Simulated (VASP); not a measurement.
A run of VASP 6.6.1 is set up as follows.

Contents of INCAR:

```
PREC = Accurate ; ENCUT = 520
EDIFF = 1E-7 ; ISMEAR = 0
SIGMA = 0.1 ; LREAL = False
LASPH = True ; NELM = 80
ALGO = Normal ; ISIF = 2
LWAVE = False ; LCHARG = True
GGA = PS ; LELF = True
LVHAR = True ; NBANDS = 16
```

The input KPOINTS:

```
Automatic mesh
0
Gamma
  6 6 6
```

File POSCAR:

```
GaP
1.0
    0.0000000000      2.7252500000      2.7252500000
    2.7252500000      0.0000000000      2.7252500000
    2.7252500000      2.7252500000      0.0000000000
Ga P
1 1
Direct
    0.0000000000      0.0000000000      0.0000000000
    0.2500000000      0.2500000000      0.2500000000
```

Potentials or basis: VASP PAW PBE potentials, release 64 (Ga_d, P).

The run is started by

```sh
$ cat potpaw_PBE.64/Ga_d/POTCAR potpaw_PBE.64/P/POTCAR > POTCAR
$ mpirun -np 1 vasp_std > vasp.out
```

Q: Estimate the pressure.

A: -0.6 GPa.

Q: Estimate the band gap on the k mesh.

A: 1.51 eV, indirect (least direct gap 1.75 eV).

Caveat: the PAW data sets were made with another functional, which shifts forces and pressure a little.

**The experiment to reproduce.**

From “Stacking defects in GaP nanowires: Electronic structure and optical properties”, 2018, arxiv:1810.01194, for a bulk crystal of GaP at 10 K: band gap 2.34 eV (indirect).

Against the measured gap of GaP, 2.34 eV (indirect; 10 K; quoted in “Stacking defects in GaP nanowires: Electronic structure and optical properties”, 2018, arxiv:1810.01194), the calculated 1.51 eV is off by -0.83 eV. Spin-orbit coupling on Ga is left out. The value is that of PBEsol on a finite k mesh, which can miss the band edges, without temperature or zero-point motion. Semilocal functionals fall short of measured gaps as a rule.
